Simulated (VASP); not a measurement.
Crystal: CaSe.

```
Ca Se
1.0
     0.00000    2.96014    2.96014
     2.96014    0.00000    2.96014
     2.96014    2.96014    0.00000
Ca Se
1 1
Cartesian
  0.0000 0.0000 0.0000
  2.9601 2.9601 2.9601
```

The cell was built by a generator and needn't be a form met in nature.

Base run:

```yaml
Program: VASP 6.6.1
Functional: PBE
Potentials_or_basis: VASP PAW PBE potentials, release 64 (Ca_sv, Se)
Cutoff: 520 eV
k_mesh: 8 × 8 × 8
Occupations: gaussian, width 0.02 eV
Spin: no spin polarisation
```

Its results: band gap on the k mesh 2.03 eV, indirect (least direct gap 2.96 eV); pressure 1.1 GPa.

The run is repeated on the same cell with these changes: functional from PBE to HSE06; k mesh from 8 × 8 × 8 to 6 × 6 × 6. What comes out?

Band gap on the k mesh 3.01 eV, indirect (least direct gap 4.05 eV); pressure 0.6 GPa.

Several settings changed at once, so the effect can't be laid on one alone.

Caveats: the PAW data sets were made with another functional, which shifts forces and pressure a little (some runs).

A k mesh can miss the band edges.
